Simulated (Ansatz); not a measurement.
**Sn in Ansatz: convergence with smearing width**

Sn:

```
Sn
1.0
     0.00000    3.23334    3.23334
     3.23334    0.00000    3.23334
     3.23334    3.23334    0.00000
Sn
2
Direct
  0.75000 0.75000 0.75000
  0.50000 0.50000 0.50000
```

This isn't the form of Sn at room conditions, which is tetragonal (white tin).

- Program: Ansatz 0.2.0
- Task: convergence study
- Functional: PBE
- Potentials or basis: Ansatz PAW
- Cutoff: 420 eV (not typed: the program's choice for these potentials)
- k mesh: 6 × 6 × 6
- Occupations: methfessel-paxton, width 0.3 eV
- Spin: no spin polarisation

These are the settings of the first run; the series varies smearing width, with any setting tied to it.

Hardware: 2 threads of Intel(R) Xeon(R) 6975P-C (Granite Rapids), on a shared host.

| smearing width | energy less the tightest run, at zero smearing (meV/atom) | pressure (GPa) | SCF cycles | CPU time (s) | peak memory (GiB) |
| --- | --- | --- | --- | --- | --- |
| 0.3 eV | -0.23 | 3.84 | 6 | 0.71 | 0.37 |
| 0.2 eV | -0.31 | 3.86 | 6 | 0.7 | 0.36 |
| 0.15 eV | -0.21 | 3.88 | 6 | 0.69 | 0.37 |
| 0.1 eV | -0.16 | 3.89 | 6 | 0.7 | 0.36 |
| 0.05 eV | -0.09 | 3.90 | 6 | 0.71 | 0.37 |
| 0.025 eV | -0.04 | 3.90 | 6 | 0.73 | 0.38 |
| 0.01 eV | -0.01 | 3.90 | 6 | 0.71 | 0.37 |
| 0.005 eV | 0.00 | 3.90 | 6 | 0.75 | 0.37 |

Against the tightest run, the energy stays within 1 meV/atom from 0.3 eV on; the pressure stays within 0.1 GPa from 0.3 eV on. Narrower smearing needs a denser k mesh, so at a fixed mesh the narrowest width isn't the most accurate. The tightest run that finished is the yardstick and may itself not be fully converged.
